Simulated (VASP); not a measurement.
Here is a VASP 6.6.1 calculation.

Contents of INCAR:

```
PREC     = Accurate       # precision mode
ENCUT    = 600            # plane-wave cutoff, eV
EDIFF    = 1E-7           # SCF threshold, eV
ISMEAR   = 0              # smearing method
SIGMA    = 0.03           # smearing width, eV
LREAL    = False          # projectors in reciprocal space
LASPH    = True           # aspherical terms in the spheres
NELM     = 80             # most SCF steps
ALGO     = Normal         # electronic algorithm
ISIF     = 4              # what is computed and relaxed
LWAVE    = False          # write WAVECAR
LCHARG   = False          # write CHGCAR
GGA      = MK             # functional
LUSE_VDW = True         
AGGAC    = 0.0          
PARAM1   = 0.1234       
PARAM2   = 0.711357     
ZAB_VDW  = -1.8867      
IBRION   = 2              # ionic algorithm
NSW      = 40             # ionic steps
EDIFFG   = -0.01          # ionic threshold
```

Contents of KPOINTS:

```
regular mesh
0
Gamma
  9 9 6
```

The input POSCAR:

```
Te                                      
1.0
    4.3373296775      0.0000000000     -0.0000000000
   -2.1686648388      3.7562376854      0.0000000000
    0.0000000000     -0.0000000000      5.9212155432
  Te            
     3
Direct
     0.2795425563258795    1.0000000000000000    0.3333333332999970
     0.0000000000000000    0.2795425563258724    0.6666666667000030
     0.7204574436741275    0.7204574436741275    0.0000000000000000
```

Potentials or basis: VASP PAW PBE potentials, release 64 (Te).

Launch:

```bash
$ cat potpaw_PBE.64/Te/POTCAR > POTCAR
$ mpirun -np 1 vasp_std > vasp.out
```

(1) Estimate the band gap on the k mesh.

(2) What does it give for the energy gained by relaxing?

Results:

(1) none (metal or under the smearing width).

(2) 3.8 meV/atom.
